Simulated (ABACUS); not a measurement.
The system is Nb.

```
Nb
1.0
     0.00000    2.11500    2.11500
     2.11500    0.00000    2.11500
     2.11500    2.11500    0.00000
Nb
1
Cartesian
  0.0000 0.0000 0.0000
```

This isn't the form of Nb at room conditions, which is bcc.

```yaml
Program: ABACUS 3.10.1
Task: single point
Functional: PBE
Potentials_or_basis: PseudoDojo NC SR 0.4.1 PBE standard
Cutoff: 1361 eV
Density_cutoff: 5442 eV
Basis: DZP LCAO (the cutoffs set its grid)
k_mesh: 11 × 11 × 11
Occupations: fermi-dirac, width 0.05 eV
Spin: no spin polarisation
```

On this cell: pressure -1.3 GPa; band gap on the k mesh none (metal or under the smearing width).

The same run follows on a disturbed copy (cell strained at random at fixed volume):

```
Nb
1.0
    -0.04103    2.19338    2.10885
     2.04640    0.04981    2.01800
     2.12625    2.18239   -0.03004
Nb
1
Direct
  0.03008 0.99603 0.99978
```

Problem. What changes?

Solution. The energy (extrapolated to zero smearing) moves by -19.5 meV/atom; pressure -1.7 GPa; band gap on the k mesh none (metal or under the smearing width).

Stress tensor (GPa, compression positive):
```
-2.30  0.50 -1.86
 0.50  3.03  1.05
-1.86  1.05 -5.77
```

The energy falls, though the first cell shows no forces: that form is unstable against this distortion, unless noise or another electronic state is at work.

Caveats: the atomic orbitals were generated for these runs and aren't a published set; the basis of atomic orbitals isn't converged, which shifts pressures, moduli and gaps.
